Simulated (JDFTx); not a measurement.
PbSe (Clausthalite) under changes of volume

One of the cells (28.671 Å³/atom); the others are scaled copies at fixed shape and fractional positions:

```
Pb Se
1.0
     0.00000    3.06065    3.06065
     3.06065    0.00000    3.06065
     3.06065    3.06065    0.00000
Pb Se
1 1
Direct
  0.00000 0.00000 0.00000
  0.50000 0.50000 0.50000
```

* Program: JDFTx 1.7.0 (patched build)
* Functional: LDA
* Potentials or basis: PseudoDojo-SR-LDA-0.4.1-standard
* Cutoff: 1170 eV
* Density cutoff: 9361 eV
* k mesh: 8 × 8 × 8
* Occupations: fermi-dirac, width 0.05 eV
* Spin: no spin polarisation

```tsv
volume (Å³/atom)	energy over the lowest point (meV/atom)	pressure (GPa)	gap on the mesh (eV)
26.951	?	?	?
27.524	0.00	0.0	0.06
28.097	1.97	-1.1	0.13
28.671	7.78	-2.1	0.19
29.244	17.07	-3.1	0.25
29.818	29.47	-3.9	0.31
30.391	44.65	-4.6	0.36
```

What does the run at 26.951 Å³/atom give?

Energy over the lowest point 2.27 meV/atom; pressure 1.3 GPa; gap on the mesh 0.02 eV.

Worked out: A Birch-Murnaghan fit of order 3 (a polynomial in V^(-2/3)) to the other rows has its minimum at 27.54 Å³/atom with B0 = V·E''(V) = 57 GPa and B' = 4.2. It gives 2.32 meV/atom at 26.951 Å³/atom, against the run's 2.27, and -dE/dV = 1.3 GPa, against 1.3.

Energies are extrapolated to zero smearing.

Caveats: spin-orbit coupling is left out, which as a rule narrows the gap of such compounds by several tenths of an eV.

A mesh can miss the band edges.
